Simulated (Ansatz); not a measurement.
TiTe2:

```
CELL_PARAMETERS angstrom
3.77700 0.00000 0.00000
-1.88850 3.27098 0.00000
0.00000 0.00000 6.49800
ATOMIC_POSITIONS crystal
Te 0.33333 0.66667 0.73720
Te 0.66667 0.33333 0.26280
Ti 0.00000 0.00000 0.00000
```

Base run:

| Item | Value |
| --- | --- |
| Program | Ansatz 0.2.0 |
| Functional | PBEsol |
| Potentials or basis | all-electron LAPW, scalar-relativistic |
| Cutoff | 221 eV |
| Density cutoff | 886 eV |
| Basis error allowed | 0.002 eV/atom |
| k mesh | 8 × 8 × 4 |
| Occupations | fermi-dirac, width 0.05 eV |
| Spin | no spin polarisation |

Its results: pressure -2.3 GPa; largest force 0.129 eV/Å.

The run is repeated on the same cell with these changes: functional from PBEsol to PBE. What comes out?

Pressure 0.9 GPa; largest force 0.011 eV/Å.

PBE binds less tightly than PBEsol, so the same cell stands under more pressure.

Caveats: this functional lacks dispersion, which binds the layers, so the pressure and a relaxed spacing across them are unreliable.

Not every run made on this cell is shown here.
